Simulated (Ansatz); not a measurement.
# Structure relaxation of Co

Method: Ansatz 0.2.0, DFT r2SCAN, scalar-relativistic, plane waves, PAW. Cutoff 500 eV, Γ-centred k mesh, Gaussian smearing, collinear spin, first started from parallel moments.

Co was placed on the simple cubic structure type (Pm-3m, No. 221), at a guessed volume.

```
CELL_PARAMETERS angstrom
2.24744 0.00000 0.00000
0.00000 2.24744 0.00000
0.00000 0.00000 2.24744
ATOMIC_POSITIONS crystal
Co 0.00000 0.00000 0.00000
```

Steps on the 8×8×8 mesh (1 atom). 5 of 5 steps are shown, and the free energy counts from the last. Trial steps that were taken back and renewals of the plane-wave basis can be among the rows.

```tsv
step	ΔF (meV/atom)	V (Å³/atom)	P (GPa)
1	70.6	11.35	20.89
2	16.7	11.95	8.97
3	1.9	12.44	1.27
4	1.6	12.53	0.00
5	0.0	12.53	0.08
```

A final relaxation ran on a 24×24×24 mesh. The relaxed crystal, Pm-3m (No. 221):

```cif
data_structure
_symmetry_space_group_name_H-M 'Pm-3m'
_symmetry_Int_Tables_number 221
_cell_length_a 2.3264
_cell_length_b 2.3264
_cell_length_c 2.3264
_cell_angle_alpha 90.000
_cell_angle_beta 90.000
_cell_angle_gamma 90.000
_cell_volume 12.59
loop_
_atom_site_label
_atom_site_type_symbol
_atom_site_symmetry_multiplicity
_atom_site_Wyckoff_symbol
_atom_site_fract_x
_atom_site_fract_y
_atom_site_fract_z
_atom_site_occupancy
Co1 Co 1 a 0.00000 0.00000 0.00000 1
```

For Co, the volume per atom is 12.59 Å³. The density is 7.77 g/cm³ and the energy over the standard structure is 0.74 eV/atom. The gap on the 24×24×24 mesh is 0 eV (a metal) and the net moment per atom is 2.03 μB. The largest site moment is 2.09 μB.

Energies count from the standard state of Co at the same level.

The final run used a 24×24×24 mesh on its 1-atom cell and 0.10 eV smearing. The k mesh leaves about 4 meV/atom of noise in metals. The magnetic state reached may not be the lowest.

A structure relaxed within its symmetry needn't be a true minimum.